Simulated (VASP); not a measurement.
# Be (P4/mmm) in VASP: settings compared

The runs below take Be through relaxation of cell and atoms, with PBE, BLYP.

All numbers are computed with VASP 6.6.1; they aren't measurements. Logs are shortened: lines on timing, memory, paths and dates and some standing lists are left out, and cuts for length are marked.

## (1) Starting point

Symmetry: P4/mmm, No. 123, tetragonal system. The conventional cell has a = 2.233 Å, b = 2.233 Å, c = 2.066 Å, α = 90.00°, β = 90.00°, γ = 90.00°. Be (site symmetry 4/mmm) is surrounded by 6 Be at 2.07 to 2.23 Å.

The cell was built by a generator and needn't be a form met in nature.

## (2) Relaxation of cell and atoms, PBE

Input file INCAR:

```
SYSTEM = Be
ALGO = Normal
EDIFF = 1E-6
EDIFFG = -0.005
ENCUT = 600
GGA = PE
IBRION = 2
ISIF = 3
ISMEAR = 1
LASPH = .True.
LCHARG = .False.
LREAL = .False.
LWAVE = .False.
NELM = 60
NSW = 40
PREC = Accurate
SIGMA = 0.1
```

Input file KPOINTS:

```
k-points
0
Gamma
  12 12 13
  0 0 0
```

Input file POSCAR:

```
Be
1.0
    2.2327400000      0.0000000000      0.0000000000
    0.0000000000      2.2327400000      0.0000000000
    0.0000000000      0.0000000000      2.0656500000
Be
1
Direct
    0.5000000000      0.5000000000      0.0000000000
```

Potentials or basis: VASP PAW PBE potentials, release 64 (Be).

Command:

```sh
$ cat potpaw_PBE.64/Be/POTCAR > POTCAR
$ mpirun -np 1 vasp_std > vasp.out
```

OUTCAR:

```text
SYSTEM = Be
   EDIFF = 1E-6
   EDIFFG = -0.005
   ENCUT = 600
   GGA = PE
   IBRION = 2
   ISIF = 3
   ISMEAR = 1
   LASPH = .True.
   LREAL = .False.
   NELM = 60
   NSW = 40
   PREC = Accurate

 ion  position               nearest neighbor table
   1  0.500  0.500  0.000-

  LATTYP: Found a simple tetragonal cell.
 ALAT       =     2.2327400000
 C/A-ratio  =     0.9251637002

  Lattice vectors:

 A1 = (   2.2327400000,   0.0000000000,   0.0000000000)
 A2 = (   0.0000000000,   2.2327400000,   0.0000000000)
 A3 = (   0.0000000000,   0.0000000000,   2.0656500000)

Analysis of symmetry for initial positions (statically):
=====================================================================
 Subroutine PRICEL returns:
 Original cell was already a primitive cell.

 Routine SETGRP: Setting up the symmetry group for a
 simple tetragonal supercell.

 Subroutine GETGRP returns: Found 16 space group operations
 (whereof 16 operations were pure point group operations)
 out of a pool of 16 trial point group operations.

The static configuration has the point symmetry D_4h.

Analysis of symmetry for dynamics (positions and initial velocities):
=====================================================================
 Subroutine PRICEL returns:
 Original cell was already a primitive cell.

 Routine SETGRP: Setting up the symmetry group for a
 simple tetragonal supercell.

 Subroutine GETGRP returns: Found 16 space group operations
 (whereof 16 operations were pure point group operations)
 out of a pool of 16 trial point group operations.

The dynamic configuration has the point symmetry D_4h.

 Subroutine INISYM returns: Found 16 space group operations
 (whereof 16 operations are pure point group operations),
 and found     1 'primitive' translations

----------------------------------------------------------------------------------------

                                     Primitive cell

  volume of cell :      10.2975

  direct lattice vectors                    reciprocal lattice vectors
     2.232740000  0.000000000  0.000000000     0.447880183  0.000000000  0.000000000
     0.000000000  2.232740000  0.000000000     0.000000000  0.447880183  0.000000000
     0.000000000  0.000000000  2.065650000     0.000000000  0.000000000  0.484109118

  length of vectors
     2.232740000  2.232740000  2.065650000     0.447880183  0.447880183  0.484109118
[... 104 lines left out ...]
   GGA     = PE    functional components
   LHFCALC =     F    Hartree Fock is set to
   AEXX    =    0.0000 exact exchange contribution
   IVDW    =     0    specifies the selected vdW correction
   LEPSILON=     F    determine dielectric tensor
   LRPA    =     F    only Hartree local field effects (RPA)
 conjugate gradient relaxation of ions
 non-spin polarized calculation
 Methfessel and Paxton  Order N= 1 SIGMA  =   0.10
  energy-cutoff  :      600.00
  volume of cell :       10.30
 maximum number of plane-waves:       359
 NGX is ok and might be reduce to    18
   NGX =  9   NGY =  9   NGZ =  9

--------------------------------------- Ionic step        1  -------------------------------------------

 number of electron       2.0000000 magnetization

 Free energy of the ion-electron system (eV)
  ---------------------------------------------------
  ext. energy  EPLUGINS =         0.00000000
  ---------------------------------------------------
  free energy    TOTEN  =        -2.76010564 eV

  energy without entropy =       -2.76012817  energy(sigma->0) =       -2.76011315

------------------------ aborting loop because EDIFF is reached ----------------------------------------

  FORCE on cell =-STRESS in cart. coord.  units (eV):
  Direction    XX          YY          ZZ          XY          YZ          ZX
  --------------------------------------------------------------------------------------
  -------------------------------------------------------------------------------------
  Total        0.0382546      0.0382546     -0.0376298      0.0000000      0.0000000     -0.0000000
  in kB        5.9519765      5.9519765     -5.8547679      0.0000000      0.0000000     -0.0000000
  external PRESSURE =       2.0163950 kB  Pullay stress =       0.0000000 kB
[... 86 lines left out ...]
  FREE ENERGIE OF THE ION-ELECTRON SYSTEM (eV)
  ---------------------------------------------------
  free  energy   TOTEN  =        -2.7613476551 eV

  energy  without entropy=       -2.7614391136  energy(sigma->0) =       -2.76137814

[... ionic steps 4 to 7 ...]

--------------------------------------- Ionic step        8  -------------------------------------------

 number of electron       2.0000000 magnetization

------------------------ aborting loop because EDIFF is reached ----------------------------------------
[... 65 lines left out ...]
--------------------------------------- Ionic step       10  -------------------------------------------

 number of electron       2.0000000 magnetization

 Free energy of the ion-electron system (eV)
  ---------------------------------------------------
  ext. energy  EPLUGINS =         0.00000000
  ---------------------------------------------------
  free energy    TOTEN  =        -2.76213508 eV

  energy without entropy =       -2.76190926  energy(sigma->0) =       -2.76205981

 E-fermi :   4.5753     XC(G=0):  -9.7117

 val. band max:        4.5602368053   @ k =   0.5000   0.3333   0.2308
 cond. band min:       4.5799062048   @ k =   0.4167   0.1667   0.1538
 fundamental gap:      0.0196693996
 Fermi energy:         4.5752958657

 k-point     1 :       0.0000    0.0000    0.0000
  band No.  band energies     occupation
      1      -4.9058      2.00000
      2      16.4853      0.00000
      3      16.4853      0.00000
      4      21.7385      0.00000
      5      22.0754      0.00000
[... 177 lines left out ...]
 k-point    24 :       0.4167    0.3333    0.0000
  band No.  band energies     occupation
      1       1.5889      2.00000
      2       5.0614     -0.00000
      3      11.6446      0.00000
      4      15.5797      0.00000
      5      25.9877      0.00000

 [... further k-points ...]

------------------------ aborting loop because EDIFF is reached ----------------------------------------

  FORCE on cell =-STRESS in cart. coord.  units (eV):
  Direction    XX          YY          ZZ          XY          YZ          ZX
  --------------------------------------------------------------------------------------
  -------------------------------------------------------------------------------------
  Total        0.0029076      0.0029076     -0.0016805      0.0000000      0.0000000     -0.0000000
  in kB        0.4494866      0.4494866     -0.2597901      0.0000000      0.0000000     -0.0000000
  external PRESSURE =       0.2130610 kB  Pullay stress =       0.0000000 kB
[... 16 lines left out ...]
  FREE ENERGIE OF THE ION-ELECTRON SYSTEM (eV)
  ---------------------------------------------------
  free  energy   TOTEN  =        -2.7621350839 eV

  energy  without entropy=       -2.7619092636  energy(sigma->0) =       -2.76205981

 reached required accuracy - stopping structural energy minimisation
```

It took 42 s on 1 thread of AMD EPYC 7R13 (Zen 3), shared host; peak memory 0.08 GiB.

Results:

| Property | Result |
| --- | --- |
| Free energy | -2.7621 eV |
| Relaxed volume | 10.36 Å³/atom |
| Relaxed cell | a = 2.256 Å, b = 2.256 Å, c = 2.036 Å, α = 90.00°, β = 90.00°, γ = 90.00° |
| Space group after relaxing (to 0.05 Å) | P4/mmm (No. 123) |
| Energy gained by relaxing | 2.0 meV/atom |
| Ionic steps | 10 |
| Pressure after relaxing | 0.0 GPa |
| Band gap on the k mesh | none (metal or under the smearing width) |

The path:
| step | energy change (eV) | largest force (eV/Å) | pressure (GPa) | volume (Å³) |
| --- | --- | --- | --- | --- |
| 1 | 0.0000 | 0.0000 | 0.20 | 10.30 |
| 2 | -0.0002 | 0.0000 | 0.08 | 10.32 |
| 3 | -0.0012 | 0.0000 | -0.31 | 10.37 |
| 4 | -0.0010 | 0.0000 | -0.41 | 10.49 |
| 5 | -0.0019 | 0.0000 | -0.42 | 10.42 |
| 6 | -0.0019 | 0.0000 | -0.42 | 10.43 |
| 7 | -0.0019 | 0.0000 | -0.43 | 10.43 |
| 8 | -0.0016 | 0.0000 | 0.30 | 10.36 |
| 9 | -0.0020 | 0.0000 | -0.26 | 10.41 |
| 10 | -0.0020 | 0.0000 | 0.02 | 10.36 |

Final structure:
```
Be
1.0
     2.25608    0.00000    0.00000
     0.00000    2.25608    0.00000
     0.00000    0.00000    2.03622
Be
1
Direct
  0.50000 0.50000 0.00000
```

## (3) Relaxation of cell and atoms, BLYP

Input file INCAR:

```
PREC = Accurate ; ENCUT = 680
EDIFF = 1E-6 ; ISMEAR = 1
SIGMA = 0.1 ; LREAL = False
LASPH = True ; NELM = 100
ALGO = Fast ; ISIF = 3
LWAVE = False ; LCHARG = False
GGA = B5 ; ALDAX = 1.0
AGGAX = 1.0 ; AGGAC = 1.0
ALDAC = 0.0 ; IBRION = 2
NSW = 40 ; EDIFFG = -0.005
```

Input file Be.cif:

```cif
data_Be
_cell_length_a 2.23274000
_cell_length_b 2.23274000
_cell_length_c 2.06565000
_cell_angle_alpha 90.00000000
_cell_angle_beta 90.00000000
_cell_angle_gamma 90.00000000
_space_group_name_H-M_alt 'P4/mmm'
_space_group_name_Hall '-P 4 2'
_space_group_IT_number 123
loop_
_space_group_symop_operation_xyz
'x,y,z'
'-x,-y,-z'
'-y,x,z'
'y,-x,-z'
'-x,-y,z'
'x,y,-z'
'y,-x,z'
'-y,x,-z'
'x,-y,-z'
'-x,y,z'
'-y,-x,-z'
'y,x,z'
'-x,y,-z'
'x,-y,z'
'y,x,-z'
'-y,-x,z'
loop_
_atom_site_label
_atom_site_type_symbol
_atom_site_symmetry_multiplicity
_atom_site_Wyckoff_symbol
_atom_site_fract_x
_atom_site_fract_y
_atom_site_fract_z
_atom_site_occupancy
Be1 Be 1 c 0.5000000000 0.5000000000 0.0000000000 1
```

Input file KPOINTS:

```
Automatic mesh
0
Gamma
  12 12 13
```

Input file POSCAR:

```
Be
 1.0000000000000000
     2.2327400000000002    0.0000000000000000    0.0000000000000000
     0.0000000000000000    2.2327400000000002    0.0000000000000000
     0.0000000000000000    0.0000000000000000    2.0656500000000002
 Be 
   1
Cartesian
  1.1163700000000001  1.1163700000000001  0.0000000000000000
```

Potentials or basis: VASP PAW PBE potentials, release 64 (Be_sv_GW).

Command:

```sh
$ ase convert -i cif -o vasp Be.cif POSCAR
$ cat potpaw_PBE.64/Be_sv_GW/POTCAR > POTCAR
$ mpirun -np 1 vasp_std > vasp.out
```

Wall time 77 s (1 thread of AMD EPYC 7R13 (Zen 3), shared host); peak memory 0.1 GiB.

It converged, with:

- Free energy: -9.3412 eV
- Relaxed volume: 10.45 Å³/atom
- Relaxed cell: a = 2.277 Å, b = 2.277 Å, c = 2.014 Å, α = 90.00°, β = 90.00°, γ = 90.00°
- Space group after relaxing (to 0.05 Å): P4/mmm (No. 123)
- Energy gained by relaxing: 13.9 meV/atom
- Ionic steps: 10
- Pressure after relaxing: 0.1 GPa
- Band gap on the k mesh: none (metal or under the smearing width)

The path:
```tsv
step	energy change (eV)	largest force (eV/Å)	pressure (GPa)	volume (Å³)
1	0.0000	0.0000	0.31	10.30
2	-0.0119	0.0000	0.62	10.32
3	-0.0132	0.0000	0.80	10.33
4	-0.0128	0.0000	1.31	10.34
5	-0.0135	0.0000	0.97	10.33
6	-0.0135	0.0000	1.03	10.33
7	-0.0139	0.0000	0.02	10.45
8	-0.0139	0.0000	0.11	10.45
9	-0.0139	0.0000	0.08	10.45
10	-0.0139	0.0000	0.07	10.45
```

Final structure:
```yaml
crystal:
  lattice:
    - [2.27736, 0.00000, 0.00000]
    - [0.00000, 2.27736, 0.00000]
    - [0.00000, 0.00000, 2.01421]
  atoms:
    - { symbol: Be, position: [0.50000, 0.50000, 0.00000] }
```

Levels at points of the mesh, in eV from the Fermi level:
| k point | band 2 | band 3 | band 4 | band 5 |
| --- | --- | --- | --- | --- |
| (0.00, 0.00, 0.00) | -9.21 | 11.44 | 11.44 | 17.30 |
| (0.50, 0.00, 0.00) | -4.40 | -2.37 | 14.49 | 20.22 |
| (0.50, 0.50, 0.00) | 0.09 | 0.09 | 5.40 | 6.59 |

Caveat: the PAW data sets were made with another functional, which shifts forces and pressure a little.

## (4) Relaxation of cell and atoms, PBE

Input file INCAR:

```
ALGO = Normal
EDIFF = 1E-6
EDIFFG = -0.005
ENCUT = 600
GGA = PE
IBRION = 2
ISIF = 3
ISMEAR = -1
LASPH = True
LCHARG = False
LREAL = False
LWAVE = False
NELM = 100
NSW = 60
PREC = Accurate
PSTRESS = 0
SIGMA = 0.05
```

Input file KPOINTS:

```
k-points
0
Gamma
  12 12 13
```

Input file POSCAR:

```
Be
1.0
    2.2327400000      0.0000000000      0.0000000000
    0.0000000000      2.2327400000      0.0000000000
    0.0000000000      0.0000000000      2.0656500000
Be
1
Direct
    0.5000000000      0.5000000000      0.0000000000
```

Potentials or basis: VASP PAW PBE potentials, release 64 (Be).

Command:

```sh
$ cat potpaw_PBE.64/Be/POTCAR > POTCAR
$ mpirun -np 1 vasp_std > vasp.out
```

Wall time 10 s (1 thread of Intel Xeon 6975P-C (Granite Rapids), shared host); peak memory 0.12 GiB.

It converged, with:

- Free energy: -2.7641 eV
- Relaxed volume: 10.38 Å³/atom
- Relaxed cell: a = 2.259 Å, b = 2.259 Å, c = 2.035 Å, α = 90.00°, β = 90.00°, γ = 90.00°
- Space group after relaxing (to 0.05 Å): P4/mmm (No. 123)
- Energy gained by relaxing: 2.1 meV/atom
- Ionic steps: 8
- Pressure after relaxing: 0.0 GPa
- Band gap on the k mesh: none (metal or under the smearing width)

Stress tensor (GPa, compression positive):
```
-0.04  0.00  0.00
 0.00 -0.04  0.00
 0.00  0.00  0.04
```

Step by step:
```tsv
step	energy change (eV)	largest force (eV/Å)	pressure (GPa)	volume (Å³)
1	0.0000	0.0000	0.20	10.30
2	-0.0004	0.0000	0.11	10.32
3	-0.0020	0.0000	-0.10	10.37
4	0.0037	0.0000	0.29	10.48
5	-0.0021	0.0000	-0.08	10.39
6	-0.0021	0.0000	-0.07	10.39
7	-0.0021	0.0000	0.02	10.38
8	-0.0021	0.0000	-0.01	10.38
```

Final structure:
```yaml
crystal:
  lattice:
    - [2.25864, 0.00000, 0.00000]
    - [0.00000, 2.25864, 0.00000]
    - [0.00000, 0.00000, 2.03542]
  atoms:
    - { symbol: Be, position: [0.50000, 0.50000, 0.00000] }
```

Levels at points of the mesh, in eV from the Fermi level:
| k point | band 1 | band 2 | band 3 | band 4 |
| --- | --- | --- | --- | --- |
| (0.00, 0.00, 0.00) | -9.47 | 11.87 | 11.87 | 17.19 |
| (0.50, 0.00, 0.00) | -4.65 | -2.32 | 15.13 | 20.03 |
| (0.50, 0.50, 0.00) | 0.14 | 0.14 | 5.79 | 6.09 |

## (5) For comparison

An earlier run on the cell as given: functional PBE; potentials or basis VASP PAW PBE potentials, release 64 (Be); cutoff 520 eV; k mesh 12 × 12 × 13; occupations fermi-dirac, width 0.05 eV; no spin polarisation.

* Pressure: 0.2 GPa
* Band gap on the k mesh: none (metal or under the smearing width)

## (6) Summary

| task | level | potentials or basis | cell | cutoff (eV) | smearing | gap on the mesh (eV) | pressure (GPa) | relaxed volume (Å³/atom) |
| --- | --- | --- | --- | --- | --- | --- | --- | --- |
| relaxation of cell and atoms | PBE | VASP PAW PBE potentials, release 64 (Be) | relaxed | 600 | methfessel-paxton 0.1 eV | none | 0.0 | 10.36 |
| relaxation of cell and atoms | BLYP | VASP PAW PBE potentials, release 64 (Be_sv_GW) | relaxed | 680 | methfessel-paxton 0.1 eV | none | 0.1 | 10.45 |
| relaxation of cell and atoms | PBE | VASP PAW PBE potentials, release 64 (Be) | relaxed | 600 | fermi-dirac 0.05 eV | none | 0.0 | 10.38 |
| single point | PBE | VASP PAW PBE potentials, release 64 (Be) | as given | 520 | fermi-dirac 0.05 eV | none | 0.2 | - |

Alike in all rows: no spin polarisation; k mesh 12 × 12 × 13.

Caveats: the PAW data sets were made with another functional, which shifts forces and pressure a little (some runs).

Total energies depend on the potentials used, so only differences within one code and one set of settings carry meaning.
